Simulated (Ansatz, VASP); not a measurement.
## Cd2S: VASP beside Ansatz

```
CELL_PARAMETERS angstrom
4.04039 0.00000 0.00000
-2.02019 3.49908 0.00000
0.00000 0.00000 5.92313
ATOMIC_POSITIONS crystal
Cd 0.33333 0.66667 0.93272
Cd 0.66667 0.33333 0.57873
S 0.33333 0.66667 0.36571
```

Change from the starting cell: volume scaled by 1.06.

Alike in both runs: task single point; functional PBE; k mesh 8 × 8 × 5; occupations fermi-dirac, width 0.05 eV; no spin polarisation.

```csv
,VASP,Ansatz
version,VASP 6.6.1,Ansatz 0.2.0
potentials or method,"VASP PAW PBE potentials, release 64 (Cd, S)",Ansatz PAW
plane-wave cutoff (eV),520,420
valence electrons in the cell,30,46
```

```csv
,VASP,Ansatz,Ansatz less VASP
gap on the k mesh at the Fermi level (eV),0.29,0.29,+0.002
least direct gap on the mesh (eV),0.57,0.57,+0.002
pressure (GPa),-2.1,-2.3,-0.20
largest component of the traceless stress (GPa),0.68,0.73,+0.055
rms of the force components (eV/Å),0.104,0.111,+0.0075
```

Atom by atom the forces differ by 0.008 eV/Å (rms over components). The two sets of potentials don't hold the same shells in valence.

Caveats: an odd mesh through Γ misses points on the zone boundary, where band edges often lie (VASP); odd divisions of the mesh miss points on the zone boundary, where band edges often lie, so the gap on the mesh can be too wide (Ansatz).
